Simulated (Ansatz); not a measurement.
Take GeO2 in the rutile structure (space group P4_2/mnm, No. 136; a = 4.411 Å, c = 2.870 Å) as the base. Axes: x, y, z lie along a, b, c of the conventional cell.

The values are results of r2SCAN in Ansatz (plane waves to 500 eV, PAW, scalar-relativistic without spin-orbit coupling), not measurements.

Before the change:

| Property | Result |
|---|---|
| Gap character | direct at Γ |
| Pressure | 0.00 GPa |
| Hole mass | 1.7 mₑ along c, 1.1 mₑ across (at Γ) |

One thing is altered: uniaxial strain ε_zz = −2.95 %, all other strain components held at zero, atoms relaxed at fixed cell.

**Question.** Estimate the effect on the gap character, pressure and hole mass.

**Answer.** The gap character is still direct at Γ; the pressure (mean of the normal stresses, compression positive) goes from zero to 10.15 GPa; the hole mass becomes 1.9 mₑ along z, 1.1 mₑ across (at Γ) (base: 1.7 mₑ along c, 1.1 mₑ across (at Γ)).

Effective masses come from finite differences of ±0.01 Å⁻¹. No phonon test of stability was made.

Ansatz is a first-principles code.
